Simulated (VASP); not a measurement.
**NbSi2: relaxation of cell and atoms with PBE**

Crystal: NbSi2.

```
CELL_PARAMETERS angstrom
4.82539 0.00000 0.00000
-2.41270 4.17891 0.00000
0.00000 0.00000 6.59470
ATOMIC_POSITIONS crystal
Nb 0.50000 0.00000 0.50000
Nb 0.50000 0.50000 0.83333
Nb 0.00000 0.50000 0.16667
Si 0.15844 0.31688 0.50000
Si 0.84156 0.15844 0.83333
Si 0.68312 0.84156 0.16667
Si 0.84156 0.68312 0.50000
Si 0.15844 0.84156 0.83333
Si 0.31688 0.15844 0.16667
```

```json
{"Program": "VASP 6.6.1", "Task": "relaxation of cell and atoms", "Functional": "PBE", "Potentials or basis": "VASP PAW PBE potentials, release 64 (Nb_pv, Si)", "Cutoff": "300 eV", "k mesh": "5 × 5 × 3", "Occupations": "methfessel-paxton, width 0.1 eV", "Spin": "no spin polarisation", "Further INCAR settings": "ALGO = Normal; EDIFF = 1e-07; IBRION = 2; EDIFFG = -0.005; NSW = 90; ISIF = 3"}
```

| Quantity | Value |
| --- | --- |
| Relaxed volume | 14.78 Å³/atom |
| Relaxed cell | a = 4.827 Å, b = 4.827 Å, c = 6.593 Å, α = 90.00°, β = 90.00°, γ = 120.00° |
| Space group after relaxing (to 0.05 Å) | P6_222 (No. 180) |
| Energy gained by relaxing | 0.0 meV/atom |
| Ionic steps | 2 |
| Pressure after relaxing | 0.0 GPa |
| Band gap on the k mesh | none (metal or under the smearing width) |

Final structure:
```xyz
9
Lattice="4.8269 0.0000 0.0000 -2.4135 4.1803 0.0000 0.0000 0.0000 6.5935" Properties=species:S:1:pos:R:3 pbc="T T T"
Nb    0.0000    4.1803    3.2967
Nb    1.2067    2.0901    5.4946
Nb    3.6202    2.0901    1.0989
Si    0.0000    1.3248    3.2967
Si    3.6796    0.6624    5.4946
Si    1.2661    3.5178    1.0989
Si    2.4135    2.8554    3.2967
Si   -1.2661    3.5178    5.4946
Si    1.1473    0.6624    1.0989
```

Levels at points of the mesh, in eV from the Fermi level:
| k point | band 25 | band 26 | band 27 | band 28 | band 29 | band 30 | band 31 | band 32 | band 33 | band 34 |
| --- | --- | --- | --- | --- | --- | --- | --- | --- | --- | --- |
| (0.00, 0.00, 0.00) | -2.14 | -2.14 | -1.91 | -1.91 | -1.02 | 0.81 | 3.15 | 3.23 | 3.27 | 3.37 |

Wall time 22 s on 4 MPI ranks on AMD EPYC 7R43 64-Core Processor (Zen 3), with other jobs on the host, peak memory 0.15 GiB a rank.

Caveat: the cutoff is under 1.25 times the usual one of these potentials, so pressure, stress and relaxed cells hold a basis-set (Pulay) error.
